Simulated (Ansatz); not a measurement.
## Pt in Ansatz: the effect of functional

Crystal: Pt.

```
Pt
1.0
     2.77895    0.00000    0.00000
    -1.38947    2.40664    0.00000
     0.00000    0.00000    4.82387
Pt
2
Direct
  0.33333 0.66667 0.25000
  0.66667 0.33333 0.75000
```

This isn't the form of Pt at room conditions, which is fcc.

The cell isn't the ideal one: volume scaled by 1.02.

Alike in all runs:

| Property | Result |
| --- | --- |
| Program | Ansatz 0.2.0 |
| Task | single point |
| Potentials or basis | Ansatz PAW |
| k mesh | 11 × 11 × 6 |
| Occupations | fermi-dirac, width 0.05 eV |
| Spin | no spin polarisation |

Q: One run gave: pressure -19.6 GPa. Which functional did it use?
A. r2SCAN
B. PBEsol
C. LDA

A: C.

```csv
functional,cutoff,pressure (GPa)
LDA,420 eV (not typed: the program's choice for these potentials),-19.6
PBEsol,420 eV (not typed: the program's choice for these potentials),-14.8
r2SCAN,500 eV (not typed: the program's choice for these potentials),-10.6
```

Caveats: the PAW data sets come from PBE, with cores solved anew for the run's functional, which leaves a small shift of forces and pressure.

Runs at the PBE level aren't shown here.
